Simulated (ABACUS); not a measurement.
Input of an ABACUS 3.10.1 run:

Contents of run_abacus.py:

```python
"""ABACUS run from a structure file: ASE reads it, the script writes STRU, KPT and INPUT."""
import re
import subprocess
import spglib
from ase import Atoms
from ase.io import read
from ase.units import Bohr

atoms = read("W.cif")
cell, frac, numbers = spglib.standardize_cell((atoms.cell[:], atoms.get_scaled_positions(), atoms.numbers), to_primitive=True, symprec=1e-4)
atoms = Atoms(numbers=numbers, cell=cell, scaled_positions=frac, pbc=True)  # the primitive cell
atoms = atoms[(-atoms.numbers).argsort(kind="stable")]  # ABACUS lists atoms element by element
pseudo = {'W': 'W.upf'}
orbital = {}
magmoms = None
kmesh = [10, 10, 10]
params = {
    'suffix': 'W',
    'calculation': 'scf',
    'basis_type': 'pw',
    'pseudo_dir': './',
    'symmetry': 1,
    'dft_functional': 'wc',
    'ecutwfc': 74,
    'pseudo_rcut': 10,
    'nspin': 1,
    'nbands': 17,
    'ks_solver': 'dav',
    'smearing_method': 'fd',
    'smearing_sigma': 0.00367493,
    'scf_thr': 1e-08,
    'scf_nmax': 100,
    'mixing_type': 'broyden',
    'mixing_beta': 0.7,
    'cal_force': 1,
    'cal_stress': 1,
    'out_chg': 1,
    'kpar': 4,
}

symbols = atoms.get_chemical_symbols()
elements = list(dict.fromkeys(symbols))
lines = ["ATOMIC_SPECIES"] + [f"{e} {atoms.get_masses()[symbols.index(e)]:.4f} {pseudo[e]}" for e in elements]
if orbital:
    lines += ["", "NUMERICAL_ORBITAL"] + [orbital[e] for e in elements]
lines += ["", "LATTICE_CONSTANT", f"{1 / Bohr:.10f}", "", "LATTICE_VECTORS"]
lines += [" ".join(f"{x:.10f}" for x in v) for v in atoms.cell]
lines += ["", "ATOMIC_POSITIONS", "Direct"]
for e in elements:
    lines += ["", e, "0.0", str(symbols.count(e))]
    for i, p in enumerate(atoms.get_scaled_positions(wrap=False)):
        if symbols[i] == e:
            mag = "" if magmoms is None else " mag " + " ".join(str(x) for x in (magmoms[i] if isinstance(magmoms[i], list) else [magmoms[i]]))
            lines.append(" ".join(f"{x:.10f}" for x in p) + " 1 1 1" + mag)
open("STRU", "w").write("\n".join(lines) + "\n")
open("KPT", "w").write("K_POINTS\n0\nGamma\n%d %d %d 0 0 0\n" % tuple(kmesh))
open("INPUT", "w").write("INPUT_PARAMETERS\n" + "".join(f"{k:<20s}{v}\n" for k, v in params.items()))

done = subprocess.run(['mpirun', '-np', '4', 'abacus'])
if done.returncode:
    raise SystemExit(done.returncode)
log = open("OUT.W/running_scf.log").read()
print("final energy (eV):", re.findall(r"FINAL_ETOT_IS (\S+)", log))
```

W.cif

```cif
data_W
_cell_length_a 3.16469000
_cell_length_b 3.16469000
_cell_length_c 3.16469000
_cell_angle_alpha 90.00000000
_cell_angle_beta 90.00000000
_cell_angle_gamma 90.00000000
_space_group_name_H-M_alt 'Im-3m'
_space_group_name_Hall '-I 4 2 3'
_space_group_IT_number 229
loop_
_space_group_symop_operation_xyz
'x,y,z'
'-x,-y,-z'
'-y,x,z'
'y,-x,-z'
'-x,-y,z'
'x,y,-z'
'y,-x,z'
'-y,x,-z'
'x,-y,-z'
'-x,y,z'
'-y,-x,-z'
'y,x,z'
'-x,y,-z'
'x,-y,z'
'y,x,-z'
'-y,-x,z'
'z,x,y'
'-z,-x,-y'
'z,-y,x'
'-z,y,-x'
'z,-x,-y'
'-z,x,y'
'z,y,-x'
'-z,-y,x'
'-z,x,-y'
'z,-x,y'
'-z,-y,-x'
'z,y,x'
'-z,-x,y'
'z,x,-y'
'-z,y,x'
'z,-y,-x'
'y,z,x'
'-y,-z,-x'
'x,z,-y'
'-x,-z,y'
'-y,z,-x'
'y,-z,x'
'-x,z,y'
'x,-z,-y'
'-y,-z,x'
'y,z,-x'
'-x,-z,-y'
'x,z,y'
'y,-z,-x'
'-y,z,x'
'x,-z,y'
'-x,z,-y'
'x+1/2,y+1/2,z+1/2'
'-x+1/2,-y+1/2,-z+1/2'
'-y+1/2,x+1/2,z+1/2'
'y+1/2,-x+1/2,-z+1/2'
'-x+1/2,-y+1/2,z+1/2'
'x+1/2,y+1/2,-z+1/2'
'y+1/2,-x+1/2,z+1/2'
'-y+1/2,x+1/2,-z+1/2'
'x+1/2,-y+1/2,-z+1/2'
'-x+1/2,y+1/2,z+1/2'
'-y+1/2,-x+1/2,-z+1/2'
'y+1/2,x+1/2,z+1/2'
'-x+1/2,y+1/2,-z+1/2'
'x+1/2,-y+1/2,z+1/2'
'y+1/2,x+1/2,-z+1/2'
'-y+1/2,-x+1/2,z+1/2'
'z+1/2,x+1/2,y+1/2'
'-z+1/2,-x+1/2,-y+1/2'
'z+1/2,-y+1/2,x+1/2'
'-z+1/2,y+1/2,-x+1/2'
'z+1/2,-x+1/2,-y+1/2'
'-z+1/2,x+1/2,y+1/2'
'z+1/2,y+1/2,-x+1/2'
'-z+1/2,-y+1/2,x+1/2'
'-z+1/2,x+1/2,-y+1/2'
'z+1/2,-x+1/2,y+1/2'
'-z+1/2,-y+1/2,-x+1/2'
'z+1/2,y+1/2,x+1/2'
'-z+1/2,-x+1/2,y+1/2'
'z+1/2,x+1/2,-y+1/2'
'-z+1/2,y+1/2,x+1/2'
'z+1/2,-y+1/2,-x+1/2'
'y+1/2,z+1/2,x+1/2'
'-y+1/2,-z+1/2,-x+1/2'
'x+1/2,z+1/2,-y+1/2'
'-x+1/2,-z+1/2,y+1/2'
'-y+1/2,z+1/2,-x+1/2'
'y+1/2,-z+1/2,x+1/2'
'-x+1/2,z+1/2,y+1/2'
'x+1/2,-z+1/2,-y+1/2'
'-y+1/2,-z+1/2,x+1/2'
'y+1/2,z+1/2,-x+1/2'
'-x+1/2,-z+1/2,-y+1/2'
'x+1/2,z+1/2,y+1/2'
'y+1/2,-z+1/2,-x+1/2'
'-y+1/2,z+1/2,x+1/2'
'x+1/2,-z+1/2,y+1/2'
'-x+1/2,z+1/2,-y+1/2'
loop_
_atom_site_label
_atom_site_type_symbol
_atom_site_symmetry_multiplicity
_atom_site_Wyckoff_symbol
_atom_site_fract_x
_atom_site_fract_y
_atom_site_fract_z
_atom_site_occupancy
W1 W 2 a 0.0000000000 0.0000000000 0.0000000000 1
```

Potentials or basis: PseudoDojo NC SR 0.5 PBE stringent, plane waves.

The run is started by

```console
$ OMP_NUM_THREADS=1 python run_abacus.py > log
```

Task: Estimate the band gap on the k mesh.

Result: None (metal or under the smearing width).

Task: What does it give for the pressure?

Result: -0.4 GPa.

Caveat: the potentials were made for another functional, which shifts forces and pressure. Spin-orbit coupling is left out, which matters for the levels of W.
